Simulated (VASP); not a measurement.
# Si36Mo17 (a cell with a defect) in VASP: relaxation of the atoms with PBE

Aim: the relaxation of the atoms of Si36Mo17 (a cell with a defect) with PBE.

Everything below comes from runs of VASP 6.6.1. Logs are shortened: lines on timing, memory, paths and dates and some standing lists are left out, and cuts for length are marked.

**1. The structure**

The cell holds a defect, 53 atoms: a = 9.600 Å, b = 9.600 Å, c = 7.861 Å, α = 90.00°, β = 90.00°, γ = 90.00°.

**2. Relaxation of the atoms, PBE**

Input file INCAR:

```
PREC     = Accurate       # precision mode
ENCUT    = 520            # plane-wave cutoff, eV
EDIFF    = 1E-7           # SCF threshold, eV
ISMEAR   = 1              # smearing method
SIGMA    = 0.1            # smearing width, eV
LREAL    = F              # projectors in reciprocal space
LASPH    = T              # aspherical terms in the spheres
NELM     = 100            # most SCF steps
ALGO     = Normal         # electronic algorithm
ISIF     = 2              # what is computed and relaxed
LWAVE    = F              # write WAVECAR
LCHARG   = F              # write CHGCAR
GGA      = PE             # functional
IBRION   = 2              # ionic algorithm
NSW      = 60             # ionic steps
EDIFFG   = -0.02          # ionic threshold
```

Input file KPOINTS:

```
regular mesh
0
Gamma
  3 3 3
```

Input file POSCAR:

```
Si36Mo17
1.0
    9.6000000000      0.0000000000      0.0000000000
    0.0000000000      9.6000000000      0.0000000000
    0.0000000000      0.0000000000      7.8610000000
Si Mo
36 17
Direct
    1.0000000000      0.0000000000      0.3330000000
    0.3333333333      0.0000000000      0.3330000000
    0.6666666667      0.0000000000      0.3330000000
    0.0000000000      0.3333333333      0.3330000000
    0.1666666667      0.1666666667      0.8330000000
    0.3333333333      0.3333333333      0.3330000000
    0.5000000000      0.1666666667      0.8330000000
    0.6666666667      0.3333333333      0.3330000000
    0.8333333333      0.1666666667      0.8330000000
    1.0000000000      0.6666666667      0.3330000000
    0.1666666667      0.5000000000      0.8330000000
    0.3333333333      0.6666666667      0.3330000000
    0.5000000000      0.5000000000      0.8330000000
    0.6666666667      0.6666666667      0.3330000000
    0.8333333333      0.5000000000      0.8330000000
    0.1666666667      0.8333333333      0.8330000000
    0.5000000000      0.8333333333      0.8330000000
    0.8333333333      0.8333333333      0.8330000000
    0.0000000000      1.0000000000      0.6670000000
    0.3333333333      0.0000000000      0.6670000000
    0.6666666667      0.0000000000      0.6670000000
    0.0000000000      0.3333333333      0.6670000000
    0.1666666667      0.1666666667      0.1670000000
    0.3333333333      0.3333333333      0.6670000000
    0.5000000000      0.1666666667      0.1670000000
    0.6666666667      0.3333333333      0.6670000000
    0.8333333333      0.1666666667      0.1670000000
    0.0000000000      0.6666666667      0.6670000000
    0.1666666667      0.5000000000      0.1670000000
    0.3333333333      0.6666666667      0.6670000000
    0.5000000000      0.5000000000      0.1670000000
    0.6666666667      0.6666666667      0.6670000000
    0.8333333333      0.5000000000      0.1670000000
    0.1666666667      0.8333333333      0.1670000000
    0.5000000000      0.8333333333      0.1670000000
    0.8333333333      0.8333333333      0.1670000000
    0.3333333333      0.0000000000      0.0000000000
    0.6666666667      0.0000000000      0.0000000000
    0.0000000000      0.3333333333      0.0000000000
    0.1666666667      0.1666666667      0.5000000000
    0.3333333333      0.3333333333      0.0000000000
    0.5000000000      0.1666666667      0.5000000000
    0.6666666667      0.3333333333      0.0000000000
    0.8333333333      0.1666666667      0.5000000000
    0.0000000000      0.6666666667      0.0000000000
    0.1666666667      0.5000000000      0.5000000000
    0.3333333333      0.6666666667      0.0000000000
    0.5000000000      0.5000000000      0.5000000000
    0.6666666667      0.6666666667      0.0000000000
    0.8333333333      0.5000000000      0.5000000000
    0.1666666667      0.8333333333      0.5000000000
    0.5000000000      0.8333333333      0.5000000000
    0.8333333333      0.8333333333      0.5000000000
```

Potentials or basis: VASP PAW PBE potentials, release 64 (Si, Mo_sv).

On the command line:

```sh
cat potpaw_PBE.64/Si/POTCAR potpaw_PBE.64/Mo_sv/POTCAR > POTCAR
mpirun -np 8 vasp_std > vasp.out
```

OUTCAR:

```text
PREC = Accurate
   ENCUT = 520
   EDIFF = 1E-7
   ISMEAR = 1
   LREAL = F
   LASPH = T
   NELM = 100
   ISIF = 2
   GGA = PE
   IBRION = 2
   NSW = 60
   EDIFFG = -0.02

 ion  position               nearest neighbor table
   1  0.000  0.000  0.333-  23 2.61  27 2.61  34 2.61  36 2.61  40 2.62  44 2.62  51 2.62  53 2.62
                            19 2.63
   2  0.333  0.000  0.333-  23 2.61  34 2.61  25 2.61  35 2.61  40 2.62  51 2.62  42 2.62  52 2.62
                            37 2.62  20 2.63
   3  0.667  0.000  0.333-  27 2.61  36 2.61  35 2.61  25 2.61  44 2.62  53 2.62  52 2.62  42 2.62
                            38 2.62  21 2.63
   4  0.000  0.333  0.333-  23 2.61  27 2.61  29 2.61  33 2.61  40 2.62  44 2.62  46 2.62  50 2.62
                            39 2.62  22 2.63
   5  0.167  0.167  0.833-  24 2.61  22 2.61  20 2.61  19 2.61  41 2.62  39 2.62  37 2.62  40 2.62
                            23 2.63
   6  0.333  0.333  0.333-  23 2.61  25 2.61  29 2.61  31 2.61  40 2.62  42 2.62  46 2.62  48 2.62
                            41 2.62  24 2.63
   7  0.500  0.167  0.833-  24 2.61  26 2.61  20 2.61  21 2.61  41 2.62  43 2.62  37 2.62  38 2.62
                            42 2.62  25 2.63
   8  0.667  0.333  0.333-  27 2.61  25 2.61  33 2.61  31 2.61  44 2.62  42 2.62  50 2.62  48 2.62
                            43 2.62  26 2.63
   9  0.833  0.167  0.833-  26 2.61  22 2.61  21 2.61  19 2.61  43 2.62  39 2.62  38 2.62  44 2.62
[... 75 lines left out ...]
  47  0.333  0.667  0.000-  16 2.62  34 2.62  17 2.62  29 2.62  11 2.62  35 2.62  13 2.62  31 2.62
                            30 2.62  12 2.62  37 3.20  45 3.20  41 3.20  49 3.20
  48  0.500  0.500  0.500-   6 2.62   8 2.62  12 2.62  14 2.62  24 2.62  26 2.62  30 2.62  32 2.62
                            31 2.62  13 2.62  42 3.20  46 3.20  50 3.20  52 3.20
  49  0.667  0.667  0.000-  18 2.62  36 2.62  15 2.62  33 2.62  35 2.62  17 2.62  31 2.62  13 2.62
                            32 2.62  14 2.62  38 3.20  45 3.20  43 3.20  47 3.20
  50  0.833  0.500  0.500-   8 2.62  14 2.62  26 2.62  32 2.62  22 2.62  10 2.62  28 2.62   4 2.62
                            15 2.62  33 2.62  44 3.20  48 3.20  53 3.20  46 3.20
  51  0.167  0.833  0.500-  12 2.62  30 2.62   2 2.62  20 2.62  28 2.62  10 2.62  19 2.62   1 2.62
                            16 2.62  34 2.62  46 3.20  52 3.20  40 3.20  53 3.20
  52  0.500  0.833  0.500-  12 2.62  14 2.62  30 2.62  32 2.62  20 2.62  21 2.62   2 2.62   3 2.62
                            17 2.62  35 2.62  48 3.20  51 3.20  53 3.20  42 3.20
  53  0.833  0.833  0.500-  14 2.62  32 2.62   3 2.62  21 2.62  28 2.62  10 2.62  19 2.62   1 2.62
                            18 2.62  36 2.62  50 3.20  52 3.20  51 3.20  44 3.20

  LATTYP: Found a simple tetragonal cell.
 ALAT       =     9.6000000000
 C/A-ratio  =     0.8188541667

  Lattice vectors:

 A1 = (   9.6000000000,   0.0000000000,   0.0000000000)
 A2 = (   0.0000000000,   9.6000000000,   0.0000000000)
 A3 = (   0.0000000000,   0.0000000000,   7.8610000000)

Analysis of symmetry for initial positions (statically):
[... 229 lines left out ...]
  volume/ion in A,a.u.               =      13.67        92.24
  Fermi-wavevector in a.u.,A,eV,Ry     =   1.322582  2.499317 23.799617  1.749223
  Thomas-Fermi vector in A             =   2.452252
   LORBIT       =      0    0 simple, 1 ext, 2 COOP (PROOUT), +10 PAW based schemes
   GGA     = PE    functional components
   LHFCALC =     F    Hartree Fock is set to
   AEXX    =    0.0000 exact exchange contribution
   IVDW    =     0    specifies the selected vdW correction
   LEPSILON=     F    determine dielectric tensor
   LRPA    =     F    only Hartree local field effects (RPA)
 conjugate gradient relaxation of ions
 non-spin polarized calculation
 Methfessel and Paxton  Order N= 1 SIGMA  =   0.10
  energy-cutoff  :      520.00
  volume of cell :      724.47
 maximum number of plane-waves:     19537
 NGX is ok and might be reduce to    72
   NGX = 35   NGY = 35   NGZ = 29

--------------------------------------- Ionic step        1  -------------------------------------------

 number of electron     382.0000075 magnetization

 Free energy of the ion-electron system (eV)
  ---------------------------------------------------
  ext. energy  EPLUGINS =         0.00000000
  ---------------------------------------------------
  free energy    TOTEN  =      -403.74595988 eV

  energy without entropy =     -403.73784972  energy(sigma->0) =     -403.74325650

------------------------ aborting loop because EDIFF is reached ----------------------------------------

  FORCE on cell =-STRESS in cart. coord.  units (eV):
  Direction    XX          YY          ZZ          XY          YZ          ZX
  --------------------------------------------------------------------------------------
  -------------------------------------------------------------------------------------
  Total        8.6843731      8.6843731      7.3230480      0.0000000      0.0000000      0.0000000
  in kB       19.2056405     19.2056405     16.1950465      0.0000000      0.0000000      0.0000000
  external PRESSURE =      18.2021092 kB  Pullay stress =       0.0000000 kB
[... 596 lines left out ...]
--------------------------------------- Ionic step        8  -------------------------------------------

 number of electron     382.0000060 magnetization

 Free energy of the ion-electron system (eV)
  ---------------------------------------------------
  ext. energy  EPLUGINS =         0.00000000
  ---------------------------------------------------
  free energy    TOTEN  =      -404.02336432 eV

  energy without entropy =     -404.01037540  energy(sigma->0) =     -404.01903468

 E-fermi :  11.7298     XC(G=0): -12.2810

 val. band max:       11.7278545243   @ k =   0.3333   0.3333   0.0000
 cond. band min:      11.7519329955   @ k =   0.3333   0.0000   0.0000
 fundamental gap:      0.0240784713
 Fermi energy:        11.7297715062

 k-point     1 :       0.0000    0.0000    0.0000
  band No.  band energies     occupation
      1     -48.8697      2.00000
      2     -48.8595      2.00000
      3     -48.8595      2.00000
      4     -48.8495      2.00000
      5     -48.8045      2.00000
      6     -48.7968      2.00000
[... 1225 lines left out ...]
    202      13.2264     -0.00000
    203      13.2433     -0.00000
 [bands above 203 left out]

------------------------ aborting loop because EDIFF is reached ----------------------------------------

  FORCE on cell =-STRESS in cart. coord.  units (eV):
  Direction    XX          YY          ZZ          XY          YZ          ZX
  --------------------------------------------------------------------------------------
  -------------------------------------------------------------------------------------
  Total        7.6309658      7.6309658      7.6608373      0.0000000      0.0000000      0.0000000
  in kB       16.8760121     16.8760121     16.9420734      0.0000000      0.0000000      0.0000000
  external PRESSURE =      16.8980325 kB  Pullay stress =       0.0000000 kB
[... 68 lines left out ...]
  FREE ENERGIE OF THE ION-ELECTRON SYSTEM (eV)
  ---------------------------------------------------
  free  energy   TOTEN  =      -404.0233643180 eV

  energy  without entropy=     -404.0103754001  energy(sigma->0) =     -404.01903468

 reached required accuracy - stopping structural energy minimisation
```

Run time: 19 min. Hardware: 8 MPI ranks of AMD EPYC 9R45 (Zen 5), shared host; peak memory 0.3 GiB.

Results:

| Property | Result |
| --- | --- |
| Free energy | -404.0234 eV |
| Energy gained by relaxing | 5.2 meV/atom |
| Ionic steps | 8 |
| Pressure after relaxing | 1.7 GPa |
| Largest force after relaxing | 0.018 eV/Å |
| Band gap on the k mesh | none (metal or under the smearing width) |

Forces in eV/Å, atoms in the order of the input:
```
Si   0.000  0.000  0.009
Si   0.013  0.000  0.004
Si  -0.013  0.000  0.004
Si   0.000  0.013  0.004
Si  -0.003 -0.003 -0.001
Si   0.000  0.000  0.003
Si   0.000 -0.007  0.012
Si   0.000  0.000  0.003
Si   0.003 -0.003 -0.001
Si   0.000 -0.013  0.004
Si  -0.007  0.000  0.012
Si   0.000  0.000  0.003
Si   0.000  0.000  0.010
Si   0.000  0.000  0.003
Si   0.007  0.000  0.012
Si  -0.003  0.003 -0.001
Si   0.000  0.007  0.012
Si   0.003  0.003 -0.001
Si   0.000  0.000 -0.009
Si   0.013  0.000 -0.004
Si  -0.013  0.000 -0.004
Si   0.000  0.013 -0.004
Si  -0.003 -0.003  0.001
Si   0.000  0.000 -0.003
Si   0.000 -0.007 -0.012
Si   0.000  0.000 -0.003
Si   0.003 -0.003  0.001
Si   0.000 -0.013 -0.004
Si  -0.007  0.000 -0.012
Si   0.000  0.000 -0.003
Si   0.000  0.000 -0.010
Si   0.000  0.000 -0.003
Si   0.007  0.000 -0.012
Si  -0.003  0.003  0.001
Si   0.000  0.007 -0.012
Si   0.003  0.003  0.001
Mo  -0.018  0.000  0.000
Mo   0.018  0.000  0.000
Mo   0.000 -0.018  0.000
Mo   0.012  0.012  0.000
Mo  -0.005 -0.005  0.000
Mo   0.000  0.003  0.000
Mo   0.005 -0.005  0.000
Mo  -0.012  0.012  0.000
Mo   0.000  0.018  0.000
Mo   0.003  0.000  0.000
Mo  -0.005  0.005  0.000
Mo   0.000  0.000  0.000
Mo   0.005  0.005  0.000
Mo  -0.003  0.000  0.000
Mo   0.012 -0.012  0.000
Mo   0.000 -0.003  0.000
Mo  -0.012 -0.012  0.000
```

The path:
| step | energy change (eV) | largest force (eV/Å) | pressure (GPa) |
| --- | --- | --- | --- |
| 1 | 0.0000 | 0.7571 | 1.82 |
| 2 | -0.2097 | 0.3296 | 1.85 |
| 3 | -0.2332 | 0.1925 | 1.91 |
| 4 | -0.2637 | 0.1507 | 1.81 |
| 5 | -0.2654 | 0.1584 | 1.79 |
| 6 | -0.2760 | 0.0457 | 1.70 |
| 7 | -0.2760 | 0.0485 | 1.69 |
| 8 | -0.2774 | 0.0181 | 1.69 |

Final structure:
```cif
data_structure
_symmetry_space_group_name_H-M 'P 1'
_symmetry_Int_Tables_number 1
_cell_length_a 9.6000
_cell_length_b 9.6000
_cell_length_c 7.8610
_cell_angle_alpha 90.000
_cell_angle_beta 90.000
_cell_angle_gamma 90.000
_cell_volume 724.47
loop_
_atom_site_label
_atom_site_type_symbol
_atom_site_fract_x
_atom_site_fract_y
_atom_site_fract_z
_atom_site_occupancy
Si1 Si 0.00000 0.00000 0.33636 1
Si2 Si 0.33403 0.00000 0.33403 1
Si3 Si 0.66597 0.00000 0.33403 1
Si4 Si 0.00000 0.33403 0.33403 1
Si5 Si 0.16265 0.16265 0.83945 1
Si6 Si 0.33203 0.33203 0.33435 1
Si7 Si 0.50000 0.16865 0.83398 1
Si8 Si 0.66797 0.33203 0.33435 1
Si9 Si 0.83735 0.16265 0.83945 1
Si10 Si 0.00000 0.66597 0.33403 1
Si11 Si 0.16865 0.50000 0.83398 1
Si12 Si 0.33203 0.66797 0.33435 1
Si13 Si 0.50000 0.50000 0.83587 1
Si14 Si 0.66797 0.66797 0.33435 1
Si15 Si 0.83135 0.50000 0.83398 1
Si16 Si 0.16265 0.83735 0.83945 1
Si17 Si 0.50000 0.83135 0.83398 1
Si18 Si 0.83735 0.83735 0.83945 1
Si19 Si 0.00000 0.00000 0.66364 1
Si20 Si 0.33403 0.00000 0.66597 1
Si21 Si 0.66597 0.00000 0.66597 1
Si22 Si 0.00000 0.33403 0.66597 1
Si23 Si 0.16265 0.16265 0.16055 1
Si24 Si 0.33203 0.33203 0.66565 1
Si25 Si 0.50000 0.16865 0.16602 1
Si26 Si 0.66797 0.33203 0.66565 1
Si27 Si 0.83735 0.16265 0.16055 1
Si28 Si 0.00000 0.66597 0.66597 1
Si29 Si 0.16865 0.50000 0.16602 1
Si30 Si 0.33203 0.66797 0.66565 1
Si31 Si 0.50000 0.50000 0.16413 1
Si32 Si 0.66797 0.66797 0.66565 1
Si33 Si 0.83135 0.50000 0.16602 1
Si34 Si 0.16265 0.83735 0.16055 1
Si35 Si 0.50000 0.83135 0.16602 1
Si36 Si 0.83735 0.83735 0.16055 1
Mo1 Mo 0.33428 0.00000 0.00000 1
Mo2 Mo 0.66572 0.00000 0.00000 1
Mo3 Mo 0.00000 0.33428 0.00000 1
Mo4 Mo 0.16578 0.16578 0.50000 1
Mo5 Mo 0.33311 0.33311 0.00000 1
Mo6 Mo 0.50000 0.16676 0.50000 1
Mo7 Mo 0.66689 0.33311 0.00000 1
Mo8 Mo 0.83422 0.16578 0.50000 1
Mo9 Mo 0.00000 0.66572 0.00000 1
Mo10 Mo 0.16676 0.50000 0.50000 1
Mo11 Mo 0.33311 0.66689 0.00000 1
Mo12 Mo 0.50000 0.50000 0.50000 1
Mo13 Mo 0.66689 0.66689 0.00000 1
Mo14 Mo 0.83324 0.50000 0.50000 1
Mo15 Mo 0.16578 0.83422 0.50000 1
Mo16 Mo 0.50000 0.83324 0.50000 1
Mo17 Mo 0.83422 0.83422 0.50000 1
```
